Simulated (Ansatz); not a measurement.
Here is an Ansatz 0.2.0 calculation.

The input input.yaml:

```yaml
crystal:
  lattice:
    - [-1.569037, 1.569037, 1.569037]
    - [1.569037, -1.569037, 1.569037]
    - [1.569037, 1.569037, -1.569037]
  atoms:
    - { symbol: Zn, position: [0.0, 0.0, 0.0] }
hamiltonian:
  xc: rpbe
  pseudopotentials: { kind: paw }
kpoints:
  mp_grid: { grid: [12, 12, 12] }
scf:
  occupations: { method: gaussian, width: 0.1 }
output:
  forces: true
  stress: true
  eigenvalues: true
```

Potentials or basis: Ansatz PAW.

The run is started by

```bash
$ ansatz run input.yaml --threads 2 --pin off --max-ram 5632MiB --backend cpu --events-out ev --progress --plain --runs-dir out
```

Task: What does it give for the pressure?

Result: 2.5 GPa.

Task: What does it give for the band gap on the k mesh?

Result: None (metal or under the smearing width).

Caveat: the PAW data sets come from PBE, with cores solved anew for the run's functional, which leaves a small shift of forces and pressure.
